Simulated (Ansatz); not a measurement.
The system is Cu3Au (Auricupride).

```xyz
4
Lattice="3.7400 0.0000 0.0000 0.0000 3.7400 0.0000 0.0000 0.0000 3.7400" Properties=species:S:1:pos:R:3 pbc="T T T"
Au    0.0000    0.0000    0.0000
Cu    1.8700    1.8700    0.0000
Cu    1.8700    0.0000    1.8700
Cu    0.0000    1.8700    1.8700
```

```yaml
Program: Ansatz 0.2.0
Task: relaxation of cell and atoms
Functional: PBEsol
Potentials_or_basis: Ansatz PAW
Cutoff: "420 eV (not typed: the program's choice for these potentials)"
k_mesh: 7 × 7 × 7
Occupations: fermi-dirac, width 0.05 eV
Spin: no spin polarisation
```

At the start: volume 13.08 Å³/atom.

Problem. Where does the relaxation end?

Solution. It ends after 4 steps and the volume is 12.79 Å³/atom (-2.2 %); space group Pm-3m (No. 221, to 0.05 Å).

The path:
```
step  energy change (eV)  largest force (eV/Å)  volume (Å³)
   1              0.0000                0.0000        52.31
   2             -0.0136                0.0000        51.29
   3             -0.0139                0.0000        51.15
   4             -0.0132                0.0000        51.15
```

Final structure:
```cif
data_structure
_symmetry_space_group_name_H-M 'P 1'
_symmetry_Int_Tables_number 1
_cell_length_a 3.7121
_cell_length_b 3.7121
_cell_length_c 3.7121
_cell_angle_alpha 90.000
_cell_angle_beta 90.000
_cell_angle_gamma 90.000
_cell_volume 51.15
loop_
_atom_site_label
_atom_site_type_symbol
_atom_site_fract_x
_atom_site_fract_y
_atom_site_fract_z
_atom_site_occupancy
Au1 Au 0.00000 0.00000 0.00000 1
Cu1 Cu 0.50000 0.50000 0.00000 1
Cu2 Cu 0.50000 0.00000 0.50000 1
Cu3 Cu 0.00000 0.50000 0.50000 1
```

Caveat: the plane-wave basis is chosen anew once the cell has moved, so the energies of steps on either side of that aren't comparable; the PAW data sets come from PBE, with cores solved anew for the run's functional, which leaves a small shift of forces and pressure.
